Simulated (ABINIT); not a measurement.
# FeO (Wuestite) (Fm-3m) in ABINIT: further runs

The runs below take FeO (Wuestite) through single point, with PBEsol.

Everything below comes from runs of ABINIT 10.8.3 (patched build). Logs are shortened: lines on timing, memory, paths and dates and some standing lists are left out, and cuts for length are marked. The log counts tension as positive stress, the text compression.

## Step 1: The cell of the first run

The structure is cubic, space group Fm-3m (No. 225). Conventional cell: a = 4.311 Å, b = 4.311 Å, c = 4.311 Å, α = 90.00°, β = 90.00°, γ = 90.00°. Fe (site symmetry m-3m) has 6 O at 2.16 Å as nearest neighbours. Around O (site symmetry m-3m) lie 6 Fe at 2.16 Å.

## Step 2: Single point, PBEsol, collinear spin, ferromagnetic start, 10.01 Å³/atom (uniaxial strain of 0 %)

Contents of run.abi:

```
# Pseudopotentials
pp_dirpath "./"
pseudos "Fe.GGA_PBE-JTH.xml, O.GGA_PBE-JTH.xml"

# Structure
acell 3*1.0 Angstrom
rprim
     0.0000000000     2.1554000000     2.1554000000
     2.1554000000     0.0000000000     2.1554000000
     2.1554000000     2.1554000000     0.0000000000
ntypat 2
znucl 26 8
natom 2
typat 1 2
xred
     0.0000000000     0.0000000000     0.0000000000
     0.5000000000     0.5000000000     0.5000000000

# Plane-wave basis
ecut 26.0
pawecutdg 48.0
pawxcdev 0

# k points
kptopt 1
ngkpt 7 7 7
nshiftk 1
shiftk 0.0 0.0 0.0

# Exchange and correlation
ixc -116133

# Bands and occupations
nband 16
occopt 3
tsmear 0.05 eV

# Spin
nsppol 2
spinat
     0.0000000000     0.0000000000     3.0000000000
     0.0000000000     0.0000000000     0.0000000000

# SCF cycle
nstep 100
tolvrs 1.0e-9

# Output
iomode 3
prtwf 0
prteig 0
prtebands 0
enunit 2
prtden 1
prtvha 1
prtvclmb 1
prtpot 1
```

Potentials or basis: JTH PAW PBE v2.0.

On the command line:

```
$ abinit run.abi > log 2>&1
```

run.abo:

```text
.Version 10.8.3 of ABINIT
 Symmetries : space group Fm -3 m (#225); Bravais cF (face-center cubic)
================================================================================
 Values of the parameters that define the memory need of the present run
     intxc =       0    ionmov =       0      iscf =      17    lmnmax =      18
     lnmax =       6     mgfft =      30  mpssoang =       3    mqgrid =    3001
     natom =       2  nloc_mem =       2    nspden =       2   nspinor =       1
    nsppol =       2      nsym =      48    n1xccc =       1    ntypat =       2
    occopt =       3   xclevel =       2
       mpw =         881          nfft =       27000          nkpt =          20
 PAW method is used; the additional fine FFT grid is defined by:
   mgfftf=        36    nfftf =     46656
================================================================================
================================================================================

--------------------------------------------------------------------------------
------------- Echo of variables that govern the present computation ------------
--------------------------------------------------------------------------------
 -outvars: echo values of preprocessed input variables --------
            acell      1.8897261259E+00  1.8897261259E+00  1.8897261259E+00 Bohr
              amu      5.58470000E+01  1.59994000E+01
             ecut      2.60000000E+01 Hartree
           enunit           2
              ixc     -116133
         kptrlatt        7    0    0      0    7    0      0    0    7
          kptrlen      4.03217882E+01
            natom           2
            nband          16
            ngfft          30      30      30
          ngfftdg          36      36      36
             nkpt          20
           nspden           2
           nsppol           2
            nstep         100
             nsym          48
           ntypat           2
           occopt           3
        pawecutdg      4.80000000E+01 Hartree
         pawxcdev           0
        prtebands           0
           prteig           0
           prtpot           1
         prtvclmb           1
           prtvha           1
            prtwf           0
            rprim      0.0000000000E+00  2.1554000000E+00  2.1554000000E+00
                       2.1554000000E+00  0.0000000000E+00  2.1554000000E+00
                       2.1554000000E+00  2.1554000000E+00  0.0000000000E+00
          spgroup         225
           spinat      0.0000000000E+00  0.0000000000E+00  3.0000000000E+00
                       0.0000000000E+00  0.0000000000E+00  0.0000000000E+00
           tolvrs      1.00000000E-09
           tsmear      1.83746611E-03 Hartree
            typat      1  2
           useylm           1
           xangst      0.0000000000E+00  0.0000000000E+00  0.0000000000E+00
                       2.1554000000E+00  2.1554000000E+00  2.1554000000E+00
            xcart      0.0000000000E+00  0.0000000000E+00  0.0000000000E+00
                       4.0731156918E+00  4.0731156918E+00  4.0731156918E+00
             xred      0.0000000000E+00  0.0000000000E+00  0.0000000000E+00
                       5.0000000000E-01  5.0000000000E-01  5.0000000000E-01
            znucl       26.00000    8.00000

================================================================================

 chkinp: Checking input parameters for consistency.

================================================================================
== DATASET  1 ==================================================================

--- !DatasetInfo
iteration_state: {dtset: 1, }
dimensions: {natom: 2, nkpt: 20, mband: 16, nsppol: 2, nspinor: 1, nspden: 2, mpw: 881, }
cutoff_energies: {ecut:  26.0, pawecutdg:  48.0, }
electrons: {nelect:   2.20000000E+01, charge:   0.00000000E+00, occopt:   3.00000000E+00, tsmear:   1.83746611E-03, }
meta: {optdriver: 0, ionmov: 0, optcell: 0, iscf: 17, paral_kgb: 0, }
...

 Real(R)+Recip(G) space primitive vectors, cartesian coordinates (Bohr,Bohr^-1):
 R(1)=  0.0000000  4.0731157  4.0731157  G(1)= -0.1227561  0.1227561  0.1227561
 R(2)=  4.0731157  0.0000000  4.0731157  G(2)=  0.1227561 -0.1227561  0.1227561
 R(3)=  4.0731157  4.0731157  0.0000000  G(3)=  0.1227561  0.1227561 -0.1227561
 Unit cell volume ucvol=  1.3514819E+02 bohr^3
 Angles (23,13,12)=  6.00000000E+01  6.00000000E+01  6.00000000E+01 degrees

 Coarse grid specifications (used for wave-functions):

 getcut: wavevector=  0.0000  0.0000  0.0000  ngfft=  30  30  30
         ecut(hartree)=     26.000   => boxcut(ratio)=   2.27148
[... 101 lines left out ...]
    Atom    Radius    up_density   dn_density  Total(up+dn)  Diff(up-dn)
    1 Fe   2.11532     8.855813     5.270917     14.126730     3.584896
    2  O   1.41465     2.398326     2.110789      4.509116     0.287537
 ------------------------------------------------------------------------------------------------------------
  Sum:                11.254139     7.381706     18.635846     3.872433
 Total magnetization (from the atomic spheres):                3.872433
 Total magnetization (exact up - dn):                          4.004596

================================================================================

 ----iterations are completed or convergence reached----

 Mean square residual over all n,k,spin=   10.859E-08; max=  69.496E-06
 reduced coordinates (array xred) for    2 atoms
       0.000000000000      0.000000000000      0.000000000000
       0.500000000000      0.500000000000      0.500000000000
 rms dE/dt=  0.0000E+00; max dE/dt=  0.0000E+00; dE/dt below (all hartree)
    1       0.000000000000      0.000000000000      0.000000000000
    2       0.000000000000      0.000000000000      0.000000000000

 cartesian coordinates (angstrom) at end:
    1      0.00000000000000     0.00000000000000     0.00000000000000
    2      2.15540000000000     2.15540000000000     2.15540000000000

 cartesian forces (hartree/bohr) at end:
    1     -0.00000000000000    -0.00000000000000    -0.00000000000000
    2     -0.00000000000000    -0.00000000000000    -0.00000000000000
 frms,max,avg= 0.0000000E+00 0.0000000E+00   0.000E+00  0.000E+00  0.000E+00 h/b

 cartesian forces (eV/Angstrom) at end:
    1     -0.00000000000000    -0.00000000000000    -0.00000000000000
    2     -0.00000000000000    -0.00000000000000    -0.00000000000000
 frms,max,avg= 0.0000000E+00 0.0000000E+00   0.000E+00  0.000E+00  0.000E+00 e/A
 length scales=  1.889726125908  1.889726125908  1.889726125908 bohr
              =  1.000000000000  1.000000000000  1.000000000000 angstroms
 Fermi (or HOMO) energy (hartree) =   0.30243   Average Vxc (hartree)=  -0.44717
 Magnetization (Bohr magneton)=  4.00459021E+00
 Total spin up =  1.30022951E+01   Total spin down =  8.99770490E+00
 Eigenvalues (hartree) for nkpt=  20  k points, SPIN UP:
 kpt#   1, nband= 16, wtk=  0.00292, kpt=  0.0000  0.0000  0.0000 (reduced coord)
  -2.99053   -1.74674   -1.74674   -1.74674   -0.45971    0.15951    0.15951    0.15951
   0.16019    0.16019    0.16019    0.16813    0.16813    0.29994    0.85685    0.91937
      occupation numbers for kpt#   1
   1.00000    1.00000    1.00000    1.00000    1.00000    1.00000    1.00000    1.00000
   1.00000    1.00000    1.00000    1.00000    1.00000    0.79491    0.00000    0.00000
 prteigrs : prtvol=0 or 1, do not print more k-points.

 Eigenvalues (hartree) for nkpt=  20  k points, SPIN DOWN:
 kpt#   1, nband= 16, wtk=  0.00292, kpt=  0.0000  0.0000  0.0000 (reduced coord)
  -2.83906   -1.59859   -1.59859   -1.59859   -0.43948    0.18093    0.18093    0.18093
   0.27574    0.27574    0.27574    0.30782    0.30782    0.32969    0.85809    0.95643
      occupation numbers for kpt#   1
   1.00000    1.00000    1.00000    1.00000    1.00000    1.00000    1.00000    1.00000
   1.00000    1.00000    1.00000    0.05037    0.05037    0.00000    0.00000    0.00000
 prteigrs : prtvol=0 or 1, do not print more k-points.

 Fermi (or HOMO) energy (eV) =   8.22941   Average Vxc (eV)= -12.16822
 Eigenvalues (   eV  ) for nkpt=  20  k points, SPIN UP:
 kpt#   1, nband= 16, wtk=  0.00292, kpt=  0.0000  0.0000  0.0000 (reduced coord)
 -81.37636  -47.53113  -47.53113  -47.53113  -12.50933    4.34057    4.34057    4.34057
   4.35891    4.35891    4.35891    4.57503    4.57503    8.16167   23.31609   25.01733
 prteigrs : prtvol=0 or 1, do not print more k-points.

 Eigenvalues (   eV  ) for nkpt=  20  k points, SPIN DOWN:
 kpt#   1, nband= 16, wtk=  0.00292, kpt=  0.0000  0.0000  0.0000 (reduced coord)
 -77.25473  -43.49974  -43.49974  -43.49974  -11.95876    4.92339    4.92339    4.92339
   7.50338    7.50338    7.50338    8.37625    8.37625    8.97124   23.34982   26.02574
 prteigrs : prtvol=0 or 1, do not print more k-points.

--- !EnergyTerms
iteration_state     : {dtset: 1, }
comment             : Components of total free energy in Hartree
kinetic             :  1.96011474323078E+01
hartree             :  3.01839717473581E+01
xc                  : -6.21588819388287E+00
Ewald energy        : -9.50137779449381E+01
psp_core            :  5.80682640131564E+00
local_psp           : -8.47810674624398E+01
PAW spherical_terms : -1.00196408875571E+01
internal            : -1.40438428907836E+02
'-kT*entropy'       : -3.41215482675488E-04
total_energy        : -1.40438770123319E+02
total_energy_eV     : -3.82153361773617E+03
...

--- !EnergyTermsDC
iteration_state     : {dtset: 1, }
comment             : '"Double-counting" decomposition of free energy'
band_energy         : -1.49149585843073E+01
Ewald energy        : -9.50137779449381E+01
psp_core            :  5.80682640131564E+00
xc_dc               : -2.82749714410562E+01
PAW spherical_terms : -8.04154711135770E+00
internal            : -1.40438428680344E+02
'-kT*entropy'       : -3.41215482675488E-04
total_energy_dc     : -1.40438769895826E+02
total_energy_dc_eV  : -3.82153361154578E+03
...

--- !EnergyTermsWithPAWCore
iteration_state     : {dtset: 1, }
comment             : 'Components of total free energy, including PAW core contributions'
Total energy        : -1.34662394023706E+03
Total energy DC     : -1.34662394000957E+03
Total energy (eV)   : -3.66435041658755E+04
Total energy DC (eV): -3.66435041596851E+04
...

 Cartesian components of stress tensor (hartree/bohr^3)
  sigma(1 1)=  3.04941513E-04  sigma(3 2)=  0.00000000E+00
  sigma(2 2)=  3.04941513E-04  sigma(3 1)=  0.00000000E+00
  sigma(3 3)=  3.04941513E-04  sigma(2 1)=  0.00000000E+00

-Cartesian components of stress tensor (GPa)         [Pressure= -8.9717E+00 GPa]
- sigma(1 1)=  8.97168906E+00  sigma(3 2)=  0.00000000E+00
- sigma(2 2)=  8.97168906E+00  sigma(3 1)=  0.00000000E+00
- sigma(3 3)=  8.97168906E+00  sigma(2 1)=  0.00000000E+00

== END DATASET(S) ==============================================================
================================================================================

 -outvars: echo values of variables after computation  --------
            acell      1.8897261259E+00  1.8897261259E+00  1.8897261259E+00 Bohr
           etotal     -1.4043876990E+02
            fcart     -0.0000000000E+00 -0.0000000000E+00 -0.0000000000E+00
                      -0.0000000000E+00 -0.0000000000E+00 -0.0000000000E+00
            rprim      0.0000000000E+00  2.1554000000E+00  2.1554000000E+00
                       2.1554000000E+00  0.0000000000E+00  2.1554000000E+00
                       2.1554000000E+00  2.1554000000E+00  0.0000000000E+00
           strten      3.0494151289E-04  3.0494151289E-04  3.0494151289E-04
                       0.0000000000E+00  0.0000000000E+00  0.0000000000E+00
           xangst      0.0000000000E+00  0.0000000000E+00  0.0000000000E+00
                       2.1554000000E+00  2.1554000000E+00  2.1554000000E+00
             xred      0.0000000000E+00  0.0000000000E+00  0.0000000000E+00
                       5.0000000000E-01  5.0000000000E-01  5.0000000000E-01
 Calculation completed.
```

It took 33 s on 1 thread of Intel Xeon 6975P-C (Granite Rapids), shared host; peak memory 0.14 GiB.

Results:

- Free energy: -3821.5336 eV
- Pressure: -9.0 GPa
- Band gap on the k mesh: none (metal or under the smearing width)
- Net moment: 4.00 μB per cell
- Site moments: Fe +3.58; O +0.29 μB
- Valence electrons inside the program's atomic spheres: Fe 14.13; O 4.51

Caveat: the k mesh is coarse (spacing up to 0.36 Å⁻¹), so the values aren't converged; the PAW data sets were made with another functional, which shifts forces and pressure a little; a cell with one magnetic atom can't hold antiferromagnetic order, which such compounds often take; semilocal functionals often make such compounds metallic where correlation or magnetic order opens a gap, which also shifts bond lengths.

## Step 3: Single point, PBEsol, collinear spin, ferromagnetic start, 9.81 Å³/atom (uniaxial strain of -2 %)

run.abi: that of step 2 with these lines changed.

```diff
@@ -7,4 +7,4 @@
 rprim
-     0.0000000000     2.1554000000     2.1554000000
-     2.1554000000     0.0000000000     2.1554000000
+     0.0000000000     2.1554000000     2.1122920000
+     2.1554000000     0.0000000000     2.1122920000
      2.1554000000     2.1554000000     0.0000000000
@@ -17,2 +17,5 @@
      0.5000000000     0.5000000000     0.5000000000
+chkprim 0
+chksymtnons 0
+tolsym 1.0e-6
```

Potentials or basis: JTH PAW PBE v2.0.

On the command line:

```
$ abinit run.abi > log 2>&1
```

Wall time 52 s (1 thread of Intel Xeon 6975P-C (Granite Rapids), shared host); peak memory 0.15 GiB.

Results (log left out):

* Free energy: -3821.5479 eV
* Pressure: -5.3 GPa
* Band gap on the k mesh: none (metal or under the smearing width)
* Net moment: 4.00 μB per cell
* Site moments: Fe +3.58; O +0.29 μB
* Valence electrons inside the program's atomic spheres: Fe 14.16; O 4.51

Caveat: the k mesh is coarse (spacing up to 0.36 Å⁻¹), so the values aren't converged; the PAW data sets were made with another functional, which shifts forces and pressure a little; a cell with one magnetic atom can't hold antiferromagnetic order, which such compounds often take; semilocal functionals often make such compounds metallic where correlation or magnetic order opens a gap, which also shifts bond lengths.
